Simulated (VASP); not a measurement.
The system is Au.

```
Au
1.0
     5.77634    0.00000    0.00000
    -2.88817    5.00246    0.00000
     0.00000    0.00000    4.04969
Au
6
Direct
  0.00000 0.29514 0.25000
  0.00000 0.70486 0.75000
  0.29514 0.00000 0.25000
  0.29514 0.29514 0.75000
  0.70486 0.00000 0.75000
  0.70486 0.70486 0.25000
```

The cell was built by a generator and needn't be a form met in nature.

The cell isn't the ideal one: random cell with space group P6_3/mcm (No. 193).

* Program: VASP 6.6.1
* Task: relaxation of cell and atoms
* Functional: PBE
* Potentials or basis: VASP PAW PBE potentials, release 64 (Au)
* Cutoff: 600 eV
* k mesh: 3 × 3 × 4
* Occupations: gaussian, width 0.1 eV
* Spin: no spin polarisation

At the start: pressure 10.6 GPa; volume 19.50 Å³/atom.

Task: Where does the relaxation end?

Result: Over 18 steps the energy falls by 465.4 meV/atom and the volume is 18.06 Å³/atom (-7.4 %); space group P6_3/mmc (No. 194, to 0.05 Å).

The path:
```
step  energy change (eV)  largest force (eV/Å)  pressure (GPa)  volume (Å³)
   1              0.0000                2.1244           10.58       117.02
   2             -0.1495                0.1317          -12.23       139.99
   3             -0.6906                0.7701           -4.71       127.84
   4             -1.1663                0.6547           -4.12       121.80
   5             -1.8745                0.3718            9.43       104.32
   6             -1.8989                0.0252            3.59       108.50
   7             -1.9130                0.1225            5.67       106.80
   8             -2.1558                0.3503            5.09       106.44
   9             -2.3500                0.9790            8.21       104.81
  10             -2.4144                0.7464            6.04       105.46
  11             -2.5979                0.5202            0.03       109.28
  12             -2.6227                0.4063           -3.14       111.81
  13             -2.6924                0.3828           -2.18       110.71
  14             -2.7512                0.2961            0.39       108.50
  15             -2.7733                0.1879            0.11       108.53
  16             -2.7895                0.0075           -0.16       108.60
  17             -2.7896                0.0238           -0.17       108.60
  18             -2.7924                0.0094            0.06       108.35
```

Final structure:
```xyz
6
Lattice="5.0187 0.0000 0.0000 -2.5093 4.3463 0.0000 0.0000 0.0000 4.9672" Properties=species:S:1:pos:R:3 pbc="T T T"
Au   -0.8359    1.4478    1.2418
Au    3.3453    2.8985    3.7254
Au    1.6718    0.0000    1.2418
Au    0.8359    1.4478    3.7254
Au    3.3469    0.0000    3.7254
Au    1.6734    2.8985    1.2418
```

Caveat: the k mesh is coarse (spacing up to 0.42 Å⁻¹), so the values aren't converged.
